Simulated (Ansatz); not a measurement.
GeSi and the effect of the functional

```
Ge Si
1.0
     3.90445    0.00000    0.00000
    -1.95223    3.38135    0.00000
     0.00000    0.00000    6.45078
Ge Si
2 2
Direct
  0.33333 0.66667 0.00039
  0.66667 0.33333 0.50039
  0.33333 0.66667 0.37461
  0.66667 0.33333 0.87461
```

The cell comes from a database or a generator and needn't be the stable form of this composition.

Kept alike: task equation of state; k mesh 8 × 8 × 4; occupations fermi-dirac, width 0.05 eV; no spin polarisation. Program: Ansatz, Ansatz PAW. Cutoffs run from 420 to 500 eV. The mesh is that of the run's cell of 4 atoms. No spin-orbit coupling.

| functional | volume (Å³/atom) | bulk modulus (GPa) |
| --- | --- | --- |
| LDA | 20.736 | 85.0 |
| PBEsol | 21.223 | 81.1 |
| r2SCAN | 21.300 | 84.4 |

Volume and modulus come from cells scaled at fixed shape and fractions; off cubic symmetry such a modulus can lie above the relaxed one. All rows use potentials made for PBE.

The volume runs from 20.736 (LDA) to 21.300 Å³/atom (r2SCAN). The bulk modulus runs from 81.1 (PBEsol) to 85.0 GPa (LDA).

The three functionals describe much the same covalent solid, a wurtzite-type network in which each Ge bonds to four Si and each Si to four Ge. Volumes and moduli all fall between those of elemental silicon and germanium, as expected when both atoms keep their sp³ bonding and differ little in size and electronegativity.

LDA gives the smallest cell and the highest modulus, in line with its familiar overbinding. From LDA to PBEsol the lattice expands and softens together, the usual link between longer bonds and a flatter energy curve. r2SCAN breaks that pattern: its volume is the largest, at 21.300 Å³/atom, yet its modulus of 84.4 GPa is almost that of LDA. Equilibrium volume alone therefore doesn't fix the stiffness; the curvature of the energy also matters, and r2SCAN probably raises it through its dependence on the kinetic energy density, which lets it recognise covalent bonds. Without a measured reference for this ordered phase, the spread shows sensitivity to the functional, not which functional is the most accurate.
